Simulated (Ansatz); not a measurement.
**Elastic constants of TiC at 22 GPa (stress–strain coefficients): input and output**

The calculation used DFT PBE, scalar-relativistic, plane waves, PAW in Ansatz 0.2.0.

Launched with:
```bash
ansatz run input.yaml --threads 1 --pin off --max-ram 3072MiB --backend cpu --events-out ev --progress --plain --runs-dir out
```

Input (bare energies are in eV):
```yaml
crystal:
  lattice:
    - [0.0, 2.112768842, 2.112768842]
    - [2.112768842, 0.0, 2.112768842]
    - [2.112768842, 2.112768842, 0.0]
  atoms:
    - { symbol: Ti, position: [0.0, 0.0, 0.0] }
    - { symbol: C, position: [0.5, 0.5, 0.5] }
basis:
  ecutwfc: 420
kpoints:
  mp_grid: { grid: [18, 18, 18] }
hamiltonian:
  xc: pbe
scf:
  occupations: { method: fermi_dirac, width: 0.15 }
output:
  forces: true
  stress: true
  eigenvalues: true
elastic:
  mode: relaxed_ion
  amplitude: 0.005
```

From the output:
```
--- Elastic constants: 2 strain directions × 4 members + reference (group order 48) ---
  dense FFT box of the reference and of every strained cell: 24×24×24
  strains applied: 11, 23; error gains: componentwise 1.00 (the most a stress slope's error grows in a printed constant), spectral 1.73 (1 for all six strains in a standard setting)
  C = ∂σ_k/∂η_j (tension-positive GPa; Voigt order 11 22 33 23 13 12):
       694.941    154.780    154.780     -0.000     -0.000     -0.000
       154.780    694.941    154.780     -0.000     -0.000     -0.000
       154.780    154.780    694.941      0.000      0.000     -0.000
         0.000      0.000     -0.000    183.498     -0.000     -0.000
         0.000      0.000     -0.000      0.000    183.498      0.000
        -0.000      0.000      0.000      0.000     -0.000    183.498
  reference stress σ⁰ (GPa):    -21.999    -21.999    -21.999      0.000     -0.000     -0.000
  C* (energy form; C + prestress term) asymmetry max|C*_kj − C*_jk| = 5.684e-14 GPa — a small one proves nothing (zero by symmetry where the batch's group is 432, −43m or m−3m); a large one is finite-difference/SCF noise where every solve ...
  moduli (Voigt/Reuss/Hill, GPa): K = 334.83/334.83/334.83   G = 218.13/210.49/214.31   E = 529.88   ν = 0.236
  mechanically stable: yes (min eigenvalue of sym C = 183.50 GPa)
  strain η (Voigt 11):  stress-route row diagonal C_11 = 694.94 GPa, energy-path curvature d²(F+E_count+ΔE)/dδ²/Ω₀ = 694.97 GPa
    cells at ±δ against ±2δ: C11 695.16 and 695.80 GPa, apart by 0.09 % of the column's largest entry
         δ    σ_11 (GPa) F (eV) n_scf n_hpsi n_pw
    -1.000e-2     -29.3049       -2752.1579560       8  106007    378   relax 0 steps, max|allowed force component| 2.56e-30 eV/Å
    -5.000e-3     -25.5615       -2752.1740987       4   99949    380   relax 0 steps, max|allowed force component| 9.86e-31 eV/Å
     5.000e-3     -18.6100       -2752.2000238       5  108074    380   relax 0 steps, max|allowed force component| 5.92e-30 eV/Å
     1.000e-2     -15.3888       -2752.2100253       7   95186    384   relax 0 steps, max|allowed force component| 7.69e-30 eV/Å
  strain η (Voigt 23):  stress-route row diagonal C_44 = 183.50 GPa, energy-path curvature d²(F+E_count+ΔE)/dδ²/Ω₀ = 194.52 GPa
    cells at ±δ against ±2δ: C44 183.51 and 183.53 GPa, apart by 0.01 % of the column's largest entry
         δ    σ_23 (GPa) F (eV) n_scf n_hpsi n_pw
    -1.000e-2      -1.8353       -2752.1869380       7  178209    378   relax 0 steps, max|allowed force component| 4.73e-30 eV/Å
    -5.000e-3      -0.9175       -2752.1877983       4  158299    380   relax 0 steps, max|allowed force component| 1.18e-29 eV/Å
     5.000e-3       0.9175       -2752.1877983       4  157864    380   relax 0 steps, max|allowed force component| 1.19e-29 eV/Å
     1.000e-2       1.8353       -2752.1869380       6  161327    378   relax 0 steps, max|allowed force component| 5.32e-30 eV/Å
```

The run took 79 s on 1 thread of Intel(R) Xeon(R) Platinum 8259CL CPU @ 2.50GHz (Skylake/Cascade Lake) (shared host), peak memory 0.57 GiB.

In a metal, frequencies and elastic constants depend on the k mesh and the smearing, soft modes and shear constants most.